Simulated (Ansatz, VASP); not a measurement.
**One calculation of Be, two programs**

Contents of INCAR:

```
SYSTEM = Be
PREC = Accurate
ENCUT = 600
EDIFF = 1E-6
ISMEAR = -1
SIGMA = 0.05
LREAL = .False.
LASPH = .True.
NELM = 100
ALGO = Fast
ISIF = 3
LWAVE = .False.
LCHARG = .False.
GGA = RE
IBRION = 2
NSW = 40
EDIFFG = -0.02
```

KPOINTS

```
Automatic mesh
0
Gamma
  14 14 14
  0 0 0
```

File POSCAR:

```
Be
1.0
    0.0000000000      1.5790500000      1.5790500000
    1.5790500000      0.0000000000      1.5790500000
    1.5790500000      1.5790500000      0.0000000000
Be
1
Direct
    0.0000000000      0.0000000000      0.0000000000
```

input.yaml

```yaml
crystal:
  lattice:
    - [0.0, 1.57905, 1.57905]
    - [1.57905, 0.0, 1.57905]
    - [1.57905, 1.57905, 0.0]
  atoms:
    - { symbol: Be, position: [0.0, 0.0, 0.0] }
hamiltonian:
  xc: revpbe
  pseudopotentials: { kind: paw }
kpoints:
  mp_grid: { grid: [14, 14, 14] }
scf:
  occupations: { method: fermi_dirac, width: 0.05 }
output:
  forces: true
  stress: true
  eigenvalues: true
relax:
  f_tol: 0.01
  max_steps: 40
  cell: { stress_tol: 0.05 }
```

The cell was built by a generator and needn't be a form met in nature.

Alike in both runs: task relaxation of cell and atoms; functional revPBE; k mesh 14 × 14 × 14; occupations fermi-dirac, width 0.05 eV; no spin polarisation.

|  | VASP | Ansatz |
| --- | --- | --- |
| version | VASP 6.6.1 | Ansatz 0.2.0 |
| potentials or method | VASP PAW PBE potentials, release 64 (Be) | Ansatz PAW |
| plane-wave cutoff (eV) | 600 | 420 |
| valence electrons in the cell | 2 | 2 |

Ansatz gave:

| Property | Result |
| --- | --- |
| gap on the k mesh at the Fermi level, each at its own relaxed structure (eV) | none |
| relaxed volume (Å³/atom) | 8.04 |
| relaxed cell length with the largest relative difference (Å) | 2.249 |
| energy change over the relaxation (meV/atom) | -1 |

Task: What did VASP give for the same quantities?

Result: gap on the k mesh at the Fermi level, each at its own relaxed structure (eV): none; relaxed volume (Å³/atom): 8.05; relaxed cell length with the largest relative difference (Å): 2.250; energy change over the relaxation (meV/atom): -1.

A gap of «none» marks a metal or a gap that the smearing closes.

Caveats: the PAW data sets were made with another functional, which shifts forces and pressure a little (VASP); the plane-wave basis is chosen anew once the cell has moved, so the energies of steps on either side of that aren't comparable (Ansatz); the PAW data sets come from PBE, with cores solved anew for the run's functional, which leaves a small shift of forces and pressure (Ansatz).
